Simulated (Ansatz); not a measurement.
Pressure series in BeO

Start from BeO in the wurtzite structure (space group P6_3mc, No. 186; a = 2.6902 Å, c = 4.3694 Å).

Cell and atoms are relaxed at each pressure.

Calculations: r2SCAN in Ansatz (plane waves to 500 eV, PAW, spin-orbit coupling left out), earlier PAW set.

```tsv
P (GPa)	V (Å³/atom)
-2.00	6.909
-1.00	6.877
0.30	6.838
0.70	6.826
1.50	6.802
3.01	6.758
5.01	6.702
7.50	6.635
10.00	6.571
```

A third-order Birch–Murnaghan fit to these points gives V₀ = 6.85 Å³/atom, B₀ = 225 GPa and B₀′ = 3.7. At pressure 10 GPa the volume is 96.0 % of V₀.

Between the base and pressure 10 GPa the gap moves from 8.55 eV to 9.02 eV, a mean slope of 46 meV/GPa.

Load acts through the strain it causes; cell and atoms are relaxed under it. No phonon test of stability was made. Competing high-pressure phases were not computed.

Ansatz is a quantum-chemistry and plane-wave program.
